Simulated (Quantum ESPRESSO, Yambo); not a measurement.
# AgBr (Fm-3m): G0W0 on several meshes in Yambo, part 2 of 2

How does the mesh move the gap of AgBr (Fm-3m)?

Quantum ESPRESSO 7.5 and Yambo 5.3.0; PBE and many-body steps on it, plane waves. Known limits of the many-body steps: not at the basis limit; d shell near the gap, gap tends to lie low; no spin-orbit coupling; coarse k mesh.

So far. Step 4 (4×4×4): The gap on the mesh goes from 0.67 eV to 2.09 eV, a correction of +1.41 eV. Step 5 (Empty states on the mesh, 2×2×2 mesh, 245 bands): On this mesh the gap is 0.672 eV.

The database entry behind the starting cell differs from later determinations by our own check (about 0.6 % short of the room-temperature cell), so it need not match the best structure at ambient conditions.

## Step 6: Conversion and set-up

This step: Yambo 5.3.0; conversion and set-up on PBE, plane waves, norm-conserving pseudopotentials.

The run is started by

```sh
> (cd o/x.save; p2y > p2y.log; mv SAVE ../..); yambo > setup.log
```

What it wrote:

```text
 Yambo, version 5.3.0

 [02] CORE Variables Setup
 =========================

  [02.01] Unit cells
  ==================

  Cell kind             :  FCC
  Atoms in the cell     :  Ag  Br
  number of Ag atoms    :  1
  number of Br atoms    :  1

  List of atomic masses
  Mass of Ag    :  107.8700
  Mass of Br    :  79.90400

  List of atomic coordinates    : [cc]
  Ag1       :  0.000000  0.000000  0.000000  order 1
  Br1       :  5.423797  5.423797  5.423797  order 2

  Alat factors          :  5.423797  5.423797  5.423797 [a.u.]
  Direct lattice volume :  319.1100 [a.u.]
[...]
0.000000  0.000000  0.000000  0.000000  0.000000  0.000000  0.000000  0.000000

 [03] Transferred momenta grid and indexing
 ==========================================

 IBZ Q-points                                      :  3
 BZ  Q-points                                      :   8

 K/Q-points units:
 rlu = crystal or reduced units; cc = cartesian coordinates; iku = interal k-units

 Q [1]          [rlu]:  0.000000  0.000000  0.000000
 Q [2]          [rlu]: -0.22755E-17 -0.22755E-17 -0.50000
 Q [3]          [rlu]:  0.22019E-17 -0.50000     -0.50000

  [03.01] X indexes
  =================

   [03.01.01] Sigma indexes
   ========================

 [06] Game Over & Game summary
```

It took 2.4 s on 1 MPI rank of Arm Neoverse V1, shared host; peak memory 0.25 GiB.

## Step 7: 2×2×2

This step: G0W0 on PBE, plane waves, norm-conserving pseudopotentials.

File gw11.in:

```
HF_and_locXC
gw0
dyson
ppa
em1d
rim_cut
RandQpts= 1000000
RandGvec= 1 RL
EXXRLvcs= 76 Ry
VXCRLvcs= 304 Ry
Chimod= "HARTREE"
% BndsRnXp
 1 | 245 |
%
NGsBlkXp= 17 Ry
% LongDrXp
 1 | 1 | 1 |
%
% GbndRnge
 1 | 245 |
%
DysSolver= "n"
ExtendOut
PPAPntXp= 27.21138 eV
% QPkrange
 2 | 2 | 17 | 20 |
 1 | 1 | 17 | 20 |
%
```

The run is started by

```sh
> OMP_NUM_THREADS=1 mpirun -n 4 yambo -F gw11.in -J gw11 -C gw11 > gw11.log
```

What it wrote:

```text
 Yambo, version 5.3.0

 [02] CORE Variables Setup
 =========================

  [... cell, symmetries and grids as in the set-up ...]

  [02.05] Energies & Occupations
  ==============================

  [X] === General ===
  [X] Electronic Temperature                        :  0.000000  0.000000 [eV K]
  [X] Bosonic    Temperature                        :  0.000000  0.000000 [eV K]
  [X] Finite Temperature mode                       : no
  [X] El. density                                   :  0.76131E+24 [cm-3]
  [X] Fermi Level                                   :  9.717580 [eV]

  [X] === Gaps and Widths ===
  [X] Conduction Band Min                           :  0.672400 [eV]
  [X] Valence Band Max                              :  0.000000 [eV]
  [X] Filled Bands                                  :  18
  [X] Empty Bands                                   :   19  245
  [X] Direct Gap                                    :  2.604421 [eV]
  [X] Direct Gap localized at k                     :  1
  [X] Indirect Gap                                  :  0.672400 [eV]
  [X] Indirect Gap between kpts                     :  2  1
  [X] Last valence band width                       :  2.284116 [eV]
  [X] 1st conduction band width                     :  3.067373 [eV]

 [03] Transferred momenta grid and indexing
 ==========================================

 IBZ Q-points                                      :  3
 BZ  Q-points                                      :   8

 K/Q-points units:
 rlu = crystal or reduced units; cc = cartesian coordinates; iku = interal k-units

 Q [1]          [rlu]:  0.000000  0.000000  0.000000
 Q [2]          [rlu]: -0.22755E-17 -0.22755E-17 -0.50000
 Q [3]          [rlu]:  0.22019E-17 -0.50000     -0.50000

 [04] Coloumb potential Random Integration (RIM)
[...]
QP @ state[ 1 ] b range:  17  20

 [xc] Functional : Perdew, Burke & Ernzerhof(X)+Perdew, Burke & Ernzerhof(C)
 [xc] LIBXC used to calculate xc functional
  PP Number of Atomic Species                      :  2
  NLCC RL compoments                               :  28571
  PP Number of Atomic Species                      :  2
  NLCC RL compoments                               :  28571

 [xc] E_xc :  -26.58545 [Ha]
      E_xc :  -53.17090 [Ry]

  Local XC kind (lXC) : Perdew, Burke & Ernzerhof(X)+Perdew, Burke & Ernzerhof(C)
  Non-Local XC kind (nlXC) : Hartree-Fock

  Corrections @ K [1] :  [eV]
 <17|nlXC|17> = -20.04149 -0.97165E-17 <17|lXC|17> = -15.01682 -0.75360E-20
 <18|nlXC|18> = -20.04149  0.95959E-17 <18|lXC|18> = -15.01682  0.37763E-15
 <19|nlXC|19> = -6.865397  0.22891E-17 <19|lXC|19> = -11.55633  0.37766E-15
[...]
Corrections @ K [2] :  [eV]
[...]
<19|nlXC|19> = -4.827308 -0.56260E-17 <19|lXC|19> = -9.224241 -0.47200E-16
 <20|nlXC|20> = -9.487105 -0.76284E-17 <20|lXC|20> = -14.56037  0.15342E-15

 [08] Dyson equation: Newton solver
 ==================================

  [08.01] G0W0 (W PPA)
  ====================

  [  GW  ] Bands range     :    1  245
  [GW/PPA] G damping       :  0.100000 [eV]

  QP @ state[ 1 ] K range:  1  2
  QP @ state[ 1 ] b range:  17  20

   Sc/G bands                                       :    1  245
   Sc/G damping                                     :  0.100000 ev
   Sc bands terminator                              : no
   Sx RL components                                 :   3647

   QP @ state[ 1 ] K range                          :  1  2
   QP @ state[ 1 ] b range                          :  17  20
   GF energies kind                                 : Perdew, Burke & Ernzerhof(X)+Perdew, Burke & Ernzerhof(C)
   GF WF`s kind                                     : Perdew, Burke & Ernzerhof(X)+Perdew, Burke & Ernzerhof(C)
   Xs energies kind                                 : Perdew, Burke & Ernzerhof(X)+Perdew, Burke & Ernzerhof(C)
   Xs WF`s kind                                     : Perdew, Burke & Ernzerhof(X)+Perdew, Burke & Ernzerhof(C)

 [11] Game Over & Game summary
```

It took 34 s on 4 MPI ranks; peak memory 1.4 GiB; 2.2 min of CPU time.

This step gave:

```
G0W0 gap on the points computed              : 2.088 eV
starting gap on the mesh                     : 0.6724 eV
k of the valence top                         : 0, 0, -0.5
k of the conduction bottom                   : 0, 0, 0
least direct G0W0 gap on the computed points : 4.527 eV
Z at the valence top                         : 0.8023
Z at the conduction bottom                   : 0.8234
```

Against G0W0 in Yambo (4×4×4 mesh, 245 bands, screening to 231.3 eV, Godby-Needs plasmon pole), the gap moves by +0.002 eV.

## Step 8: The runs together

Times are wall times on 4 MPI ranks of Arm Neoverse V1, shared host, good to a factor of about two.

| run | mesh | bands | screening cutoff (eV) | DFT gap (eV) | gap on the mesh (eV) | direct (eV) | time |
| --- | --- | --- | --- | --- | --- | --- | --- |
| 4×4×4 | 4×4×4 | 245 | 231.3 | 0.672 | 2.086 | 4.523 | 6.6 min |
| 2×2×2 | 2×2×2 | 245 | 231.3 | 0.672 | 2.088 | 4.527 | 34 s |

## Step 9: Summary of results

```json
{
  "4×4×4": "2.086 eV",
  "2×2×2": "2.088 eV",
  "known limits": "not at the basis limit; d shell near the gap, gap tends to lie low; no spin-orbit coupling; coarse k mesh"
}
```

What this shows: 2×2×2: +0.002 eV against 4×4×4. Bands and cutoff are finite, so the gap is not at the basis limit. The miss can reach some tenths of an eV and take either sign; the mesh is an error of its own. In the G0W0 runs levels were corrected at 2 k points alone, so a gap called «on the mesh» is the least over those, and an edge elsewhere would be missed. The 4×4×4 mesh is coarse for this cell, which bears on the long-range parts of exchange and screening. Mesh or cutoff lie under what a gap needs, so these runs test behaviour and cost; their gaps are not to be quoted. A d shell, filled or nearly so, lies near the gap. One-shot GW converges very slowly in bands there, not always from below, and on a semilocal start the gap tends to come out low; starts rich in exact exchange can overshoot instead. The many-body steps are scalar-relativistic: spin-orbit coupling is not in them.

[Paths, hosts, dates, memory and timing lines, banners, echoed tables and standing remarks are left out of the program output.]

[Logs are printed without paths, hosts, clocks, repeated set-up lines and the standing remarks that a program may print on its own settings, such as how far it seeks lower states.]

[Runs of the session that timed out or met a known fault of the program may be left out.]

[Hosts, paths, dates, database ids (printed as entryN), source tags and the programs' standing remarks are cut or masked in the printed files.]
